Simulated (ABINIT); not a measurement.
The system is AlRu.

```xyz
2
Lattice="2.9916 0.0000 0.0000 0.0000 2.9916 0.0000 0.0000 0.0000 2.9916" Properties=species:S:1:pos:R:3 pbc="T T T"
Ru    1.4958    1.4958    1.4958
Al    0.0000    0.0000    0.0000
```

Base run:

| Item | Value |
| --- | --- |
| Program | ABINIT 10.8.3 (patched build) |
| Functional | PBEsol |
| Potentials or basis | JTH PAW PBE v2.0 |
| Cutoff | 490 eV |
| k mesh | 9 × 9 × 9 |
| Occupations | fermi-dirac, width 0.05 eV |
| Spin | no spin polarisation |

Its results: band gap on the k mesh none (metal or under the smearing width); pressure -2.7 GPa.

**Question.** After a change of settings the same cell gave: band gap on the k mesh none (metal or under the smearing width); pressure -6.7 GPa. Which change was it?
A. functional from PBEsol to LDA
B. functional from PBEsol to RPBE
C. functional from PBEsol to BLYP
D. functional from PBEsol to AM05

**Answer.** A.

LDA binds more tightly than PBEsol, so the same cell stands under less pressure.

Caveats: the PAW data sets were made with another functional, which shifts forces and pressure a little.
